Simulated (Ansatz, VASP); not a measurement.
**One calculation of Re, two programs**

Contents of INCAR:

```
PREC = Accurate ; ENCUT = 520
EDIFF = 1E-6 ; ISMEAR = -1
SIGMA = 0.05 ; LREAL = False
LASPH = True ; NELM = 80
ALGO = Normal ; ISIF = 2
LWAVE = False ; LCHARG = False
NBANDS = 14
```

File KPOINTS:

```
regular mesh
0
Gamma
  11 11 6
```

POSCAR

```
Re
1.0
    2.7422705826      0.0000000000      0.0000000000
   -1.3711352913      2.3748759886      0.0000000000
    0.0000000000      0.0000000000      4.4282782931
Re
2
Direct
    0.6666666667      0.3333333333      0.7500000000
    0.3333333333      0.6666666667      0.2500000000
```

File input.yaml:

```yaml
crystal:
  lattice:
    - [2.7422705826, 0.0, 0.0]
    - [-1.3711352913, 2.3748759886, 0.0]
    - [0.0, 0.0, 4.4282782931]
  atoms:
    - { symbol: Re, position: [0.6666666667, 0.3333333333, 0.75] }
    - { symbol: Re, position: [0.3333333333, 0.6666666667, 0.25] }
kpoints:
  mp_grid: { grid: [11, 11, 6] }
scf:
  occupations: { method: fermi_dirac, width: 0.05 }
hamiltonian:
  xc: lda
  pseudopotentials: { kind: all_electron, lapw: { basis_error: 0.001 } }
output:
  forces: true
  stress: true
  eigenvalues: true
```

Change from the starting cell: volume scaled by 0.98.

Alike in both runs: task single point; functional LDA; k mesh 11 × 11 × 6; occupations fermi-dirac, width 0.05 eV; no spin polarisation.

|  | VASP | Ansatz |
| --- | --- | --- |
| version | VASP 6.6.1 | Ansatz 0.2.0 |
| potentials or method | VASP PAW LDA potentials, release 64 (Re) | all-electron LAPW, scalar-relativistic |
| plane-wave cutoff (eV) | 520 | see its input |

|  | VASP | Ansatz | Ansatz less VASP |
| --- | --- | --- | --- |
| gap on the k mesh at the Fermi level (eV) | none | none | - |
| pressure (GPa) | -1.1 | -2.5 | -1.41 |
| largest component of the traceless stress (GPa) | 0.33 | 0.22 | -0.111 |

A gap of «none» marks a metal or a gap that the smearing closes. Ansatz ran all-electron here, so the differences hold the error of VASP's frozen core and of both bases.

Spin-orbit coupling is left out, which matters for the levels of Re.
